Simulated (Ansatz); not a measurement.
SnO$_{2}$: how the free axis answers a strain

SnO$_{2}$, P4_2/mnm, a = 4.768 Å, c = 3.212 Å. Ansatz: PBEsol, PAW, 420 eV, Γ-centred 6×6×8 mesh on 6 atoms, Gaussian smearing 0.02 eV; no spin polarisation. Series: biaxial strain in the a-b plane, c and atoms relaxed; x is the strain in per cent. y is the change of c in per cent of 3.212 Å.

| x (%) | y (%) |
| --- | --- |
| -4.5 | 3.81 |
| -3.0 | 2.40 |
| -1.5 | ? |
| 0.0 | 0.00 |
| 1.5 | -1.00 |
| 3.0 | -1.88 |
| 4.5 | -2.64 |

**Question.** Fit y = c1 x + c2 x² to the other rows, say what c1 measures, and predict the missing y.

**Answer.** Least squares on the rows shown. y = −0.7154 x + 0.02891 x². With no stress along c, c1 = −2C13/C33 = -0.715. At x = -1.5 the fit asked for gives 1.14 %. The run gave 1.13 %, so the fit is 0.01 % too high, within twice the rms miss on the fitted rows (0.006 %).